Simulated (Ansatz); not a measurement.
## C under changes of volume

One of the cells (5.672 Å³/atom); the others are scaled copies at fixed shape and fractional positions:

```xyz
2
Lattice="0.0000 1.7834 1.7834 1.7834 0.0000 1.7834 1.7834 1.7834 0.0000" Properties=species:S:1:pos:R:3 pbc="T T T"
C     2.6751    2.6751    2.6751
C     1.7834    1.7834    1.7834
```

This isn't the form of C at room conditions, which is graphite.

* Program: Ansatz 0.2.0
* Functional: PBE0
* Potentials or basis: Ansatz PAW
* Cutoff: 420 eV (not typed: the program's choice for these potentials)
* k mesh: 8 × 8 × 8
* Occupations: fermi-dirac, width 0.05 eV
* Spin: no spin polarisation

```tsv
volume (Å³/atom)	energy over the lowest point (meV/atom)	pressure (GPa)	gap on the mesh (eV)
5.332	16.00	22.2	6.19
5.445	4.30	11.1	6.14
5.558	0.00	1.0	6.09
5.672	2.72	-8.3	6.04
5.785	11.61	-16.7	5.99
5.899	26.13	-24.3	5.94
6.012	?	?	?
```

Q: What does the run at 6.012 Å³/atom give?

A: Energy over the lowest point 45.84 meV/atom; pressure -31.3 GPa; gap on the mesh 5.89 eV.

Worked out: A Birch-Murnaghan fit of order 3 (a polynomial in V^(-2/3)) to the other rows has its minimum at 5.57 Å³/atom with B0 = V·E''(V) = 472 GPa and B' = 4.0. It gives 45.64 meV/atom at 6.012 Å³/atom, against the run's 45.84, and -dE/dV = -31.0 GPa, against -31.3. A straight line through the other rows of the gap, of slope -2.47 eV per unit of ln V, extrapolates to 5.89 eV, against the run's 5.89.

Energies are extrapolated to zero smearing.

Caveats: the PAW data sets come from PBE, with cores solved anew for the run's functional, which leaves a small shift of forces and pressure; the thresholds are loose for stress.

A mesh can miss the band edges.
